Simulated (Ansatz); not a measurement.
This script makes an equation of state with a fit of Si, space group Im-3m with the Python package of Ansatz (0.2.0).

Script `si.py`:
```python
import ansatz as az
import numpy as np
from scipy.optimize import curve_fit

vectors0 = np.array([
    [-3.336083, 3.336083, 3.336083],
    [3.336083, -3.336083, 3.336083],
    [3.336083, 3.336083, -3.336083],
])
sites = [
    ("Si", [0.75, 0.25, 0.5]),
    ("Si", [0.75, 0.5, 0.25]),
    ("Si", [0.5, 0.25, 0.75]),
    ("Si", [0.25, 0.5, 0.75]),
    ("Si", [0.25, 0.75, 0.5]),
    ("Si", [0.5, 0.75, 0.25]),
]


def on_lattice(cell):
    crystal = az.Crystal(lattice=az.Lattice.of(cell))
    for symbol, position in sites:
        crystal = crystal.atom(symbol, position)
    return crystal

def vinet(v, e0, v0, b0, b1):
    eta = (v / v0) ** (1 / 3)
    return e0 + 2 * b0 * v0 / (b1 - 1) ** 2 * (2 - (5 + 3 * b1 * (eta - 1) - 3 * eta) * np.exp(-1.5 * (b1 - 1) * (eta - 1)))

volumes, energies = [], []
for scale in np.linspace(0.94, 1.06, 7):
    cell = vectors0 * scale ** (1 / 3)
    calc = (
        on_lattice(cell).calculation()
        .functional("PBE")
        .basis(18 * az.Ha)
        .occupations("gaussian", width=0.15)
        .kpoints(5, 5, 5)
    )
    report = calc.run(threads=1, pin="off").report
    volumes.append(abs(np.linalg.det(cell)) / len(sites))
    energies.append(report["free_energy_ev"] / len(sites))
    print(f"V = {volumes[-1]:8.4f} A^3/atom  F = {energies[-1]:.5f} eV/atom")

guess = (min(energies), volumes[int(np.argmin(energies))], 0.5, 4.5)
(e0, v0, b0, b1), _ = curve_fit(vinet, np.array(volumes), np.array(energies), p0=guess, maxfev=20000)
print(f"Vinet fit: V0 = {v0:.4f} A^3/atom, B0 = {160.21766 * b0:.1f} GPa, B1 = {b1:.2f}")
print("largest residual", round(1000 * float(np.abs(vinet(np.array(volumes), e0, v0, b0, b1) - energies).max()), 3), "meV/atom")
```

From its runs, with one value withheld:

| V (Å³/atom) | F less the lowest row shown (meV/atom) |
| --- | --- |
| 23.267 | 45.25 |
| 23.762 | ? |
| 24.257 | 12.27 |
| 24.753 | 3.80 |
| 25.248 | 0.00 |
| 25.743 | 0.41 |
| 26.238 | 4.62 |

What is the missing energy at 23.762 Å³ an atom?

A third-order Birch-Murnaghan fit, E = E0 + (9 V0 B0 / 16) [(t - 1)³ B' + (t - 1)² (6 - 4t)] with t = (V0/V)^(2/3), through the 6 rows shown gives V0 = 25.443 Å³, B0 = 67.2 GPa, B' = 4.21 and E0 = -0.32 meV. At V = 23.762 Å³, t = 1.04660, and the fit interpolates to 25.90 meV. The run gave 25.90 meV, a miss of 0.01 meV.

What to keep in mind:
- Shape and fractional positions are held along the curve, so the bulk modulus is an upper value where they are free to relax, by a factor of two or more in layered or hydrogen-bonded cells.
- This isn't the structure that Si takes at ambient conditions.
- Finished in 12 s on 1 thread of Arm Neoverse V2, on a shared host, peak memory 0.45 GiB.
